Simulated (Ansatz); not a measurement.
The system is Gd.

```
CELL_PARAMETERS angstrom
0.00000 2.58582 2.58582
2.58582 0.00000 2.58582
2.58582 2.58582 0.00000
ATOMIC_POSITIONS crystal
Gd 0.00000 0.00000 0.00000
```

This isn't the form of Gd at room conditions, which is hcp.

```yaml
Program: Ansatz 0.2.0
Task: single point
Functional: PBE
Potentials_or_basis: Ansatz PAW
Cutoff: "420 eV (not typed: the program's choice for these potentials)"
k_mesh: 9 × 9 × 9
Occupations: fermi-dirac, width 0.05 eV
Spin: collinear spin, ferromagnetic start
Starting_moments: "[7.0] μB"
```

On this cell: pressure -1.3 GPa; net moment 7.59 μB per cell; site moments Gd +7.33 μB; band gap on the k mesh none (metal or under the smearing width).

The same run follows on a disturbed copy (cell strained at random at fixed volume):

```
Gd
1.0
    -0.00885    2.53625    2.57003
     2.55559   -0.02978    2.59096
     2.58316    2.58475   -0.05735
Gd
1
Direct
  0.99376 0.98723 0.01668
```

What changes?

The energy (extrapolated to zero smearing) moves by +3.3 meV/atom; pressure -1.3 GPa; net moment 7.58 μB per cell; site moments Gd +7.31 μB; band gap on the k mesh none (metal or under the smearing width).

Stress tensor (GPa, compression positive):
```
-1.23 -0.18  0.33
-0.18 -1.18  0.72
 0.33  0.72 -1.47
```

Caveats: spin-orbit coupling is left out, which moves the levels of the heavy elements.
